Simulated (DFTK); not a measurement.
# SnSe under changes of volume

One of the cells (27.271 Å³/atom); the others are scaled copies at fixed shape and fractional positions:

```
CELL_PARAMETERS angstrom
0.00000 3.01000 3.01000
3.01000 0.00000 3.01000
3.01000 3.01000 0.00000
ATOMIC_POSITIONS crystal
Sn 0.00000 0.00000 0.00000
Se 0.50000 0.50000 0.50000
```

Measurements of this composition are mostly on another form, of space group No. 62.

- Program: DFTK 0.8.2
- Functional: AM05
- Potentials or basis: cp2k.nc.sr.pbe.v0_1.semicore.gth (PBE, GTH)
- Cutoff: 599 eV
- k mesh: 7 × 7 × 7
- Occupations: fermi-dirac, width 0.05 eV
- Spin: no spin polarisation

| volume (Å³/atom) | energy over the lowest point (meV/atom) | pressure (GPa) |
| --- | --- | --- |
| 25.635 | 16.94 | 3.1 |
| 26.180 | 7.05 | 1.8 |
| 26.725 | ? | ? |
| 27.271 | 0.00 | -0.5 |
| 27.816 | 1.99 | -1.5 |
| 28.362 | 7.19 | -2.4 |
| 28.907 | 15.20 | -3.1 |

Problem. What does the run at 26.725 Å³/atom give?

Solution. Energy over the lowest point 1.55 meV/atom; pressure 0.6 GPa.

Worked out: A Birch-Murnaghan fit of order 3 (a polynomial in V^(-2/3)) to the other rows has its minimum at 27.23 Å³/atom with B0 = V·E''(V) = 52 GPa and B' = 4.4. It gives 1.55 meV/atom at 26.725 Å³/atom, against the run's 1.55, and -dE/dV = 1.0 GPa, against 0.6.

Energies are extrapolated to zero smearing.

Caveats: GTH potentials come without recommended cutoffs, and this one wasn't checked for convergence; the potentials were made for another functional, which shifts forces and pressure.
